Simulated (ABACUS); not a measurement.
# GaSb (F-43m) in ABACUS: further runs

One crystal, GaSb, is run at these levels: LDA, PBEsol, TPSS; tasks: band structure.

Everything below comes from runs of ABACUS 3.10.1. Logs are shortened: lines on timing, memory, paths and dates and some standing lists are left out, and cuts for length are marked.

**Experimental background.**

From a printed reference work, data compilation, for a bulk crystal of GaSb at 4.2 K: band gap 0.811 eV (direct).

The runs below are set against these values where they give the same quantity.

### Step 1. The crystal as given

Symmetry: F-43m, No. 216, cubic system. The conventional cell has a = 6.118 Å, b = 6.118 Å, c = 6.118 Å, α = 90.00°, β = 90.00°, γ = 90.00°. Sb (site symmetry -43m) is surrounded by 4 Ga at 2.65 Å. Ga (site symmetry -43m) has 4 Sb at 2.65 Å as nearest neighbours.

### Step 2. Band structure, LDA

INPUT reads:

```
INPUT_PARAMETERS
suffix              GaSb
calculation         nscf
basis_type          lcao
pseudo_dir          ./
orbital_dir         ./
symmetry            -1
dft_functional      pz
ecutwfc             100.0
pseudo_rcut         10
nspin               1
nbands              24
ks_solver           genelpa
smearing_method     fd
smearing_sigma      0.00367493
scf_thr             1e-07
scf_nmax            100
mixing_type         broyden
mixing_beta         0.7
init_chg            file
out_band            1
```

STRU reads:

```
ATOMIC_SPECIES
Sb 121.7600 Sb.upf
Ga 69.7230 Ga.upf

NUMERICAL_ORBITAL
Sb_confined-atom_8au_2s2p2d.orb
Ga_confined-atom_8au_2s2p2d.orb

LATTICE_CONSTANT
1.8897261246

LATTICE_VECTORS
0.0000000000 3.0590000000 3.0590000000
3.0590000000 0.0000000000 3.0590000000
3.0590000000 3.0590000000 0.0000000000

ATOMIC_POSITIONS
Direct

Sb
0.0
1
0.7500000000 0.7500000000 0.7500000000 1 1 1

Ga
0.0
1
0.0000000000 0.0000000000 0.0000000000 1 1 1
```

KPT reads:

```
K_POINTS
12
Line
0.00000000 0.00000000 0.00000000 10 // G
0.50000000 0.00000000 0.50000000 10 // X
0.50000000 0.25000000 0.75000000 10 // W
0.37500000 0.37500000 0.75000000 10 // K
0.00000000 0.00000000 0.00000000 10 // G
0.50000000 0.50000000 0.50000000 10 // L
0.62500000 0.25000000 0.62500000 10 // U
0.50000000 0.25000000 0.75000000 10 // W
0.50000000 0.50000000 0.50000000 10 // L
0.37500000 0.37500000 0.75000000 1 // K
0.62500000 0.25000000 0.62500000 10 // U
0.50000000 0.00000000 0.50000000 1 // X
```

Potentials or basis: PseudoDojo NC SR 0.4.1 LDA standard, DZP LCAO (the cutoffs set its grid).

Launch:

```sh
> OMP_NUM_THREADS=1 mpirun -np 4 abacus > log
```

running log:

```text
ABACUS v3.10.1

               Atomic-orbital Based Ab-initio Computation at UStc

 ------------------------------------------------------------------------------------

 READING GENERAL INFORMATION
                           global_out_dir = OUT.GaSb/
                           global_in_card = INPUT
                               pseudo_dir = ./
                              orbital_dir = ./
                                    DSIZE = 4
                                    GSIZE = 1

 READING UNITCELL INFORMATION
                                    ntype = 2
                  lattice constant (Bohr) = 1.88973
              lattice constant (Angstrom) = 1

 READING ATOM TYPE 1
                               atom label = Sb
                      L=0, number of zeta = 2
                      L=1, number of zeta = 2
                      L=2, number of zeta = 2
             number of atom for this type = 1

 READING ATOM TYPE 2
                               atom label = Ga
                      L=0, number of zeta = 2
                      L=1, number of zeta = 2
                      L=2, number of zeta = 2
             number of atom for this type = 1

                        TOTAL ATOM NUMBER = 2
DIRECT COORDINATES
    atom                   x                   y                   z     mag                  vx                  vy                  vz
taud_Sb1            0.7500000000        0.7500000000        0.7500000000  0.0000        0.0000000000        0.0000000000        0.0000000000
taud_Ga1            0.0000000000        0.0000000000        0.0000000000  0.0000        0.0000000000        0.0000000000        0.0000000000

                          Volume (Bohr^3) = 386.336
                             Volume (A^3) = 57.249

 Lattice vectors: (Cartesian coordinate: in unit of a_0)
                   +0              +3.059              +3.059
               +3.059                  +0              +3.059
               +3.059              +3.059                  +0
 Reciprocal vectors: (Cartesian coordinate: in unit of 2 pi/a_0)
            -0.163452           +0.163452           +0.163452
            +0.163452           -0.163452           +0.163452
            +0.163452           +0.163452           -0.163452
 The esolver type has been set to : ksdft_lcao

                PAO radial cut off (Bohr) = 10

 Read in pseudopotential file is Sb.upf
                     pseudopotential type = NC
          exchange-correlation functional = SLAPWNOGXNOGC
                 nonlocal core correction = 1
                        valence electrons = 15
                                     lmax = 2
                           number of zeta = 3
                     number of projectors = 6
                           L of projector = 0
                           L of projector = 0
                           L of projector = 1
                           L of projector = 1
                           L of projector = 2
                           L of projector = 2
[... 69 lines left out ...]
mixing_gg0_min: 0.1
mixing_ndim: 8
----------- Double Check Mixing Parameters End ------------

 SETUP K-POINTS
                                    nspin = 1
                                   nkstot = 102
K-POINTS DIRECT COORDINATES
 KPOINTS    DIRECT_X    DIRECT_Y    DIRECT_Z  WEIGHT
       1  0.00000000  0.00000000  0.00000000  1.0000
       2  0.05000000  0.00000000  0.05000000  1.0000
       3  0.10000000  0.00000000  0.10000000  1.0000
       4  0.15000000  0.00000000  0.15000000  1.0000
       5  0.20000000  0.00000000  0.20000000  1.0000
       6  0.25000000  0.00000000  0.25000000  1.0000
[... 22 lines left out ...]
      29  0.40000000  0.35000000  0.75000000  1.0000
      30  0.38750000  0.36250000  0.75000000  1.0000
[... 72 further k points ...]

           k-point number in this process = 102
       minimum distributed K point number = 102

[... K-POINTS CARTESIAN COORDINATES: 102 rows ...]

[... K-POINTS DIRECT COORDINATES: 102 rows ...]

 SETUP PLANE WAVES FOR WAVE FUNCTIONS
     energy cutoff for wavefunc (unit:Ry) = 100
              fft grid for wave functions = [ 54, 54, 54 ]
                    number of plane waves = 7799
                         number of sticks = 511

 PARALLEL PW FOR WAVE FUNCTIONS
     PROC   COLUMNS(POT)             PW
        1            128           1950
        2            128           1951
        3            128           1951
        4            127           1947
 --------------- sum -------------------
        4            511           7799

 SET NONLOCAL PSEUDOPOTENTIAL PROJECTORS
 SET NONLOCAL PSEUDOPOTENTIAL PROJECTORS
 max number of nonlocal projetors among all species is 6

 -------------------------------------------
 NONSELF-CONSISTENT
 -------------------------------------------

 SETUP SEARCHING RADIUS FOR PROGRAM TO SEARCH ADJACENT ATOMS
                  longest orb rcut (Bohr) = 8
   longest nonlocal projector rcut (Bohr) = 2.14
                     search radius (Bohr) = 20.3
              searching radius is (Bohr)) = 20.3
         searching radius unit is (Bohr)) = 1.89
                         PeriodicBoundary = 1
                        Radius(unit:lat0) = 10.7
                                   glayer = [ 5, 5, 5 ]
                             glayer_minus = [ 4, 4, 4 ]

Find the coordinate range of the input atom(unit:lat0).
                                  min_tau = [ -24.5, -24.5, -24.5 ]
                                  max_tau = [ 29.1, 29.1, 29.1 ]
                                BoxNumber = [ 9, 9, 9 ]

 SETUP EXTENDED REAL SPACE GRID FOR GRID INTEGRATION
                          real space grid = [ 54, 54, 54 ]
                 big cell numbers in grid = [ 27, 27, 27 ]
             meshcell numbers in big cell = [ 2, 2, 2 ]
                        extended fft grid = [ 33, 33, 33 ]
                dimension of extened grid = [ 94, 94, 94 ]
                            UnitCellTotal = 125
              Atom number in sub-FFT-grid = 2
    Local orbitals number in sub-FFT-grid = 36
                                ParaV.nnr = 23814
                                 init_chg = file
 try to read charge from file
 Read in the charge density: OUT.GaSb//GaSb-CHARGE-DENSITY.restart

 LCAO ALGORITHM --------------- ION=   1  ELEC=   1--------------------------------
[... levels at 102 k points of this process ...]

 Density error is 0.00000000000
----------------------------------------------------------
     Energy           Rydberg                 eV
----------------------------------------------------------
 E_KohnSham     -334.1821258330      -4546.7810810821
 E_KS(sigma->0) -334.1819250895      -4546.7783498269
 E_Harris       -334.1821258330      -4546.7810810821
 E_band         -18.3606715433       -249.8097520951
 E_one_elec     -166.0245892726      -2258.8804222173
 E_Hartree      101.1339571628       1375.9980787025
 E_xc           -85.9914164687       -1169.9732430653
 E_Ewald        -183.2996757676      -2493.9200319915
 E_entropy(-TS) -0.0004014870        -0.0054625105
 E_descf        0.0000000000         0.0000000000
 E_exx          0.0000000000         0.0000000000
 E_Fermi        0.5917273274         8.0508633144
----------------------------------------------------------

 charge density convergence is achieved
 final etot is -4546.7810811 eV
 EFERMI = 8.0508633144 eV

 STATE ENERGY(eV) AND OCCUPATIONS    NSPIN == 1
 1/102 kpoint (Cartesian) = 0.0000 0.0000 0.0000 (1596 pws)
       1       -20.5215      0.0196078
       2       -20.5215      0.0196078
       3       -20.5215      0.0196078
       4       -20.4941      0.0196078
       5       -20.4941      0.0196078
       6       -6.90064      0.0196078
[... 146 lines left out ...]
      23        21.3178        0.00000
      24        24.4692        0.00000

[... levels at 96 further k points ...]

 --------------------------------------------
 !FINAL_ETOT_IS -4546.781081082145 eV
 --------------------------------------------

 Output bands in file: OUT.GaSb/BANDS_1.dat
```

stdout:

```text
ABACUS
v3.10.1

               Atomic-orbital Based Ab-initio Computation at UStc

 dft_functional readin is: pz
[... 22 lines left out ...]
 ELEMENT ORBITALS        NBASE       NATOM       XC
 Sb      2s2p2d-8au      18          1
 Ga      2s2p2d-8au      18          1
 ---------------------------------------------------------
 Initial plane wave basis and FFT box
 ---------------------------------------------------------
 -------------------------------------------
 NONSELF-CONSISTENT :
 -------------------------------------------
 START CHARGE      : file
 ITER       ETOT/eV          EDIFF/eV         DRHO     TIME/s
 GE1     -4.54678108e+03   0.00000000e+00   0.0000e+00   0.28
```

Wall time 0.75 s (4 MPI ranks of Intel Xeon 6975P-C (Granite Rapids), shared host); peak memory 0.44 GiB.

Levels at the corners of the path, in eV from the Fermi level:
```csv
point,band 10,band 11,band 12,band 13,band 14,band 15,band 16,band 17,band 18,band 19
Γ,-14.88,-11.55,-0.10,-0.04,-0.04,-0.04,2.77,2.77,2.77,6.60
X,-14.88,-9.15,-6.87,-2.61,-2.61,0.90,1.25,8.73,8.73,10.31
W,-14.88,-9.12,-6.76,-3.40,-3.18,3.67,4.31,4.49,4.84,10.04
K,-14.88,-9.22,-6.72,-3.66,-2.23,1.34,3.93,6.68,6.88,7.66
Γ,-14.88,-11.55,-0.10,-0.04,-0.04,-0.04,2.77,2.77,2.77,6.60
L,-14.88,-9.97,-6.45,-1.19,-1.19,0.28,3.75,3.75,7.70,9.50
U,-14.88,-9.22,-6.72,-3.66,-2.23,1.34,3.93,6.68,6.88,7.66
W,-14.88,-9.12,-6.76,-3.40,-3.18,3.67,4.31,4.49,4.84,10.04
L,-14.88,-9.97,-6.45,-1.19,-1.19,0.28,3.75,3.75,7.70,9.50
K,-14.88,-9.22,-6.72,-3.66,-2.23,1.34,3.93,6.68,6.88,7.66
U,-14.88,-9.22,-6.72,-3.66,-2.23,1.34,3.93,6.68,6.88,7.66
X,-14.88,-9.15,-6.87,-2.61,-2.61,0.90,1.25,8.73,8.73,10.31
```

Caveat: the atomic orbitals were generated for these runs and aren't a published set; the density is read from an earlier self-consistent run, whose mesh may be coarse; spin-orbit coupling is left out, which moves the levels of the heavy elements; the basis of atomic orbitals isn't converged, which shifts pressures, moduli and gaps.

### Step 3. Band structure, PBEsol

Edit INPUT of step 2 so:

```diff
@@ -7,3 +7,3 @@
 symmetry            -1
-dft_functional      pz
+dft_functional      pbesol
 ecutwfc             100.0
```

STRU reads:

```
ATOMIC_SPECIES
Sb 121.7600 Sb_ONCV_PBE-1.2.upf
Ga 69.7230 Ga_ONCV_PBE-1.2.upf

NUMERICAL_ORBITAL
Sb_confined-atom_8au_2s2p2d.orb
Ga_confined-atom_8au_2s2p2d.orb

LATTICE_CONSTANT
1.8897261246

LATTICE_VECTORS
4.3260792900 0.0000000000 0.0000000000
2.1630396450 3.7464945639 0.0000000000
2.1630396450 1.2488315213 3.5322289491

ATOMIC_POSITIONS
Direct

Sb
0.0
1
0.7500000000 0.7500000000 0.7500000000 1 1 1

Ga
0.0
1
0.0000000000 0.0000000000 0.0000000000 1 1 1
```

KPT is that of step 2.

Potentials or basis: SG15 ONCV 1.2 PBE, DZP LCAO (the cutoffs set its grid).

Launch:

```sh
> OMP_NUM_THREADS=1 mpirun -np 4 abacus > log
```

It took 1 s on 4 MPI ranks of Intel Xeon Platinum 8488C (Sapphire Rapids), shared host; peak memory 0.44 GiB.

The run converged. Its results:

```
Band gap along the path : 0.16 eV, direct
```

Levels at the corners of the path, in eV from the Fermi level:
```tsv
point	band 12	band 13	band 14	band 15	band 16	band 17
Γ	-0.11	-0.11	-0.11	0.05	2.70	2.70
X	-6.92	-2.70	-2.70	0.83	1.19	8.76
W	-6.81	-3.49	-3.27	3.66	4.26	4.47
K	-6.76	-3.76	-2.32	1.30	3.89	6.68
Γ	-0.11	-0.11	-0.11	0.05	2.70	2.70
L	-6.51	-1.27	-1.27	0.30	3.66	3.66
U	-6.76	-3.76	-2.32	1.30	3.89	6.68
W	-6.81	-3.49	-3.27	3.66	4.26	4.47
L	-6.51	-1.27	-1.27	0.30	3.66	3.66
K	-6.76	-3.76	-2.32	1.30	3.89	6.68
U	-6.76	-3.76	-2.32	1.30	3.89	6.68
X	-6.92	-2.70	-2.70	0.83	1.19	8.76
```

Caveat: the atomic orbitals were generated for these runs and aren't a published set; the density is read from an earlier self-consistent run, whose mesh may be coarse; spin-orbit coupling is left out, which moves the levels of the heavy elements; the basis of atomic orbitals isn't converged, which shifts pressures, moduli and gaps.

### Step 4. Band structure, TPSS

INPUT reads:

```
INPUT_PARAMETERS
suffix              GaSb
calculation         nscf
basis_type          pw
pseudo_dir          ./
symmetry            -1
dft_functional      MGGA_X_TPSS+MGGA_C_TPSS
ecutwfc             94.0
pseudo_rcut         10
nspin               1
nbands              24
ks_solver           dav
smearing_method     fd
smearing_sigma      0.00367493
scf_thr             1e-08
scf_nmax            100
mixing_type         broyden
mixing_beta         0.7
mixing_tau          1
init_chg            file
pw_diag_thr         1e-07
out_band            1
kpar                4
```

STRU reads:

```
ATOMIC_SPECIES
Sb 121.7600 Sb_ONCV_PBE-1.2.upf
Ga 69.7230 Ga_ONCV_PBE-1.2.upf

LATTICE_CONSTANT
1.8897261246

LATTICE_VECTORS
-3.0590000000 0.0000000000 3.0590000000
0.0000000000 3.0590000000 3.0590000000
-3.0590000000 3.0590000000 0.0000000000

ATOMIC_POSITIONS
Direct

Sb
0.0
1
0.2500000000 0.2500000000 0.2500000000 1 1 1

Ga
0.0
1
0.0000000000 0.0000000000 0.0000000000 1 1 1
```

KPT is that of step 3.

Potentials or basis: SG15 ONCV 1.2 PBE, plane waves.

Launch:

```sh
> OMP_NUM_THREADS=1 mpirun -np 4 abacus > log
```

Wall time 1.7 min (4 MPI ranks of Intel Xeon Platinum 8375C at 2.90GHz (Ice Lake), shared host); peak memory 0.72 GiB.

It converged, with:

- Band gap along the path: 0.14 eV, direct

Levels at the corners of the path, in eV from the Fermi level:
| point | band 11 | band 12 | band 13 | band 14 | band 15 | band 16 | band 17 | band 18 |
| --- | --- | --- | --- | --- | --- | --- | --- | --- |
| Γ | -11.71 | -0.11 | -0.11 | -0.11 | 0.04 | 2.77 | 2.77 | 2.77 |
| X | -9.23 | -6.95 | -2.71 | -2.71 | 0.87 | 1.21 | 8.81 | 8.81 |
| W | -9.19 | -6.81 | -3.49 | -3.27 | 3.70 | 4.31 | 4.44 | 4.78 |
| K | -9.30 | -6.76 | -3.76 | -2.32 | 1.38 | 3.88 | 6.67 | 6.89 |
| Γ | -11.71 | -0.11 | -0.11 | -0.11 | 0.04 | 2.77 | 2.77 | 2.77 |
| L | -10.06 | -6.52 | -1.27 | -1.27 | 0.38 | 3.76 | 3.76 | 6.52 |
| U | -9.30 | -6.76 | -3.76 | -2.32 | 1.38 | 3.88 | 6.67 | 6.89 |
| W | -9.19 | -6.81 | -3.49 | -3.27 | 3.70 | 4.31 | 4.44 | 4.78 |
| L | -10.06 | -6.52 | -1.27 | -1.27 | 0.38 | 3.76 | 3.76 | 6.52 |
| K | -9.30 | -6.76 | -3.76 | -2.32 | 1.38 | 3.88 | 6.67 | 6.89 |
| U | -9.30 | -6.76 | -3.76 | -2.32 | 1.38 | 3.88 | 6.67 | 6.89 |
| X | -9.23 | -6.95 | -2.71 | -2.71 | 0.87 | 1.21 | 8.81 | 8.81 |

Caveat: the density is read from an earlier self-consistent run, whose mesh may be coarse; spin-orbit coupling is left out, which moves the levels of the heavy elements.

### Step 5. Against experiment

Step 3. Against the measured gap of GaSb, 0.811 eV (direct; 4.2 K; a printed reference work, data compilation), the calculated 0.16 eV is off by -0.65 eV. Spin-orbit coupling on Ga, Sb is left out. The value is that of PBEsol in an atomic basis (SG15 ONCV 1.2 PBE, DZP LCAO (the cutoffs set its grid)), whose error adds to the functional's,, without temperature or zero-point motion. Semilocal functionals fall short of measured gaps as a rule.

Step 4. Against the measured gap of GaSb, 0.811 eV (direct; 4.2 K; a printed reference work, data compilation), the calculated 0.14 eV is off by -0.67 eV. Spin-orbit coupling on Ga, Sb is left out. The value is that of TPSS, without temperature or zero-point motion.
